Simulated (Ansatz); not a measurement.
Runs of Ansatz 0.2.0 on In2O3. Symmetry: R-3c, No. 167, trigonal system. The conventional cell has a = 5.487 Å, b = 5.487 Å, c = 14.510 Å, α = 90.00°, β = 90.00°, γ = 120.00°. Around In (site symmetry 3) lie 6 O at 2.12 to 2.26 Å. O (site symmetry 2) has 4 In at 2.12 to 2.26 Å as nearest neighbours. 

```csv
task,level,cell,k mesh,cutoff (eV),points for each segment of the path,gap on the mesh (eV),pressure (GPa),relaxed volume (Å³/atom),largest force (eV/Å)
single point,PBE,as given,4 × 4 × 4,420,-,(c),8.4,-,0.13
single point,PBE,as given,6 × 6 × 6,250,-,1.14,5.9,-,0.46
band structure,r2SCAN,as given,6 × 6 × 6,500,10,1.89,(d),-,0.13
relaxation of cell and atoms,LDA,relaxed,6 × 6 × 6,420,-,(b),0.0,12.38,-
relaxation of cell and atoms,PBEsol+D3(BJ),relaxed,6 × 6 × 6,420,-,(a),0.0,12.55,-
```

Alike in all rows: potentials or basis Ansatz PAW; no spin polarisation; smearing fermi-dirac 0.05 eV.

Question: Fill in the values left out.

Answer: (a) 1.21; (b) 1.29; (c) 1.31; (d) 2.1.

Caveats: spin-orbit coupling is left out, which moves the levels of the heavy elements; the PAW data sets come from PBE, with cores solved anew for the run's functional, which leaves a small shift of forces and pressure (some runs); the plane-wave basis is chosen anew once the cell has moved, so the energies of steps on either side of that aren't comparable (some runs); the pressure holds a Pulay correction of +93.7 GPa for the finite cutoff (some runs); the cutoff lies under the one recommended for these potentials (some runs).

A k mesh can miss the band edges, and the runs leave out spin-orbit coupling on In.
